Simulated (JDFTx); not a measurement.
**TaN in JDFTx: convergence with k mesh**

Crystal: TaN.

```
Ta N
1.0
     0.00000    2.21132    2.21132
     2.21132    0.00000    2.21132
     2.21132    2.21132    0.00000
Ta N
1 1
Direct
  0.50000 0.50000 0.50000
  0.00000 0.00000 0.00000
```

The cell comes from a database or a generator and needn't be the stable form of this composition.

```yaml
Program: JDFTx 1.7.0 (patched build)
Task: convergence study
Functional: LDA
Potentials_or_basis: PseudoDojo-SR-LDA-0.4.1-stringent with smoothed tails
Cutoff: 1796 eV
Density_cutoff: 14368 eV
k_mesh: 2 × 2 × 2
Occupations: fermi-dirac, width 0.05 eV
Spin: no spin polarisation
```

These are the settings of the first run; the series varies k mesh, with any setting tied to it.

Hardware: 1 thread of Arm Neoverse V2, on a shared host.

| k mesh | energy less the tightest run, at zero smearing (meV/atom) | pressure (GPa) | SCF cycles | CPU time (s) | peak memory (GiB) |
| --- | --- | --- | --- | --- | --- |
| 2 × 2 × 2 | 37.87 | -17.47 | 12 | 15 | 0.12 |
| 3 × 3 × 3 | 233.64 | -11.79 | 12 | 20 | 0.12 |
| 4 × 4 × 4 | 20.46 | -16.49 | 12 | 38 | 0.12 |
| 5 × 5 × 5 | -18.58 | -18.16 | 12 | 48 | 0.12 |
| 6 × 6 × 6 | 29.18 | -17.10 | 12 | 74 | 0.13 |
| 8 × 8 × 8 | 10.00 | -17.40 | 12 | 130 | 0.16 |
| 10 × 10 × 10 | -8.00 | -17.69 | 12 | 210 | 0.22 |
| 12 × 12 × 12 | 0.00 | -17.55 | 12 | 320 | 0.31 |

Not settled before the last step: the energy (to 1 meV/atom), the pressure (to 0.1 GPa). Meshes of other sizes hit other points, so gaps and Fermi surfaces needn't settle smoothly. The tightest run that finished is the yardstick and may itself not be fully converged.

Caveat, for the tightest run too: so large a pressure means that the cell lies far from this level's equilibrium, or that cutoff or potentials fall short. Spin-orbit coupling is left out, which matters for the levels of Ta.
